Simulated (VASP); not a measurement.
Mg2Sn: relaxation of cell and atoms with PBEsol

Mg2Sn:

```xyz
3
Lattice="0.0000 3.3802 3.3802 3.3802 0.0000 3.3802 3.3802 3.3802 0.0000" Properties=species:S:1:pos:R:3 pbc="T T T"
Mg    1.6901    1.6901    1.6901
Mg    5.0702    5.0702    5.0702
Sn    0.0000    0.0000    0.0000
```

The cell is a database's computed one.

```yaml
Program: VASP 6.6.1
Task: relaxation of cell and atoms
Functional: PBEsol
Potentials_or_basis: VASP PAW PBE potentials, release 64 (Mg, Sn_d)
Cutoff: 600 eV
k_mesh: 12 × 12 × 12
Occupations: gaussian, width 0.1 eV
Spin: no spin polarisation
Further_INCAR_settings: ALGO = Normal; EDIFF = 1e-07; IBRION = 2; EDIFFG = -0.005; NSW = 90; ISIF = 3
```

```
Relaxed volume                         : 25.53 Å³/atom
Relaxed cell                           : a = 4.767 Å, b = 4.767 Å, c = 4.767 Å, α = 60.00°, β = 60.00°, γ = 60.00°
Space group after relaxing (to 0.05 Å) : Fm-3m (No. 225)
Energy gained by relaxing              : 0.2 meV/atom
Ionic steps                            : 2
Pressure after relaxing                : 0.0 GPa
Band gap on the k mesh                 : none (metal or under the smearing width)
```

Step by step:
| step | energy change (eV) | largest force (eV/Å) | pressure (GPa) | volume (Å³) |
| --- | --- | --- | --- | --- |
| 1 | 0.0000 | 0.0000 | -0.37 | 77.24 |
| 2 | -0.0007 | 0.0000 | 0.00 | 76.59 |

Final structure:
```yaml
crystal:
  lattice:
    - [0.00000, 3.37058, 3.37058]
    - [3.37058, 0.00000, 3.37058]
    - [3.37058, 3.37058, 0.00000]
  atoms:
    - { symbol: Mg, position: [0.25000, 0.25000, 0.25000] }
    - { symbol: Mg, position: [0.75000, 0.75000, 0.75000] }
    - { symbol: Sn, position: [0.00000, 0.00000, 0.00000] }
```

Levels at points of the mesh, in eV from the Fermi level:
| k point | band 6 | band 7 | band 8 | band 9 | band 10 | band 11 | band 12 | band 13 |
| --- | --- | --- | --- | --- | --- | --- | --- | --- |
| (0.00, 0.00, 0.00) | -9.13 | 0.02 | 0.02 | 0.02 | 1.43 | 2.20 | 2.20 | 2.20 |
| (0.50, 0.00, 0.00) | -7.86 | -4.82 | -0.81 | -0.81 | 0.73 | 2.25 | 2.25 | 3.94 |
| (0.50, 0.50, 0.00) | -7.35 | -4.59 | -2.09 | -2.09 | -0.09 | 0.12 | 7.26 | 7.26 |

Wall time 100 s on 1 thread of AMD EPYC 9R14 (Zen 4) (shared host), peak memory 0.28 GiB.

Caveat: the PAW data sets were made with another functional, which shifts forces and pressure a little; this crystal is a semiconductor, whose small gap the functional closes, so the metal is an error of the method.
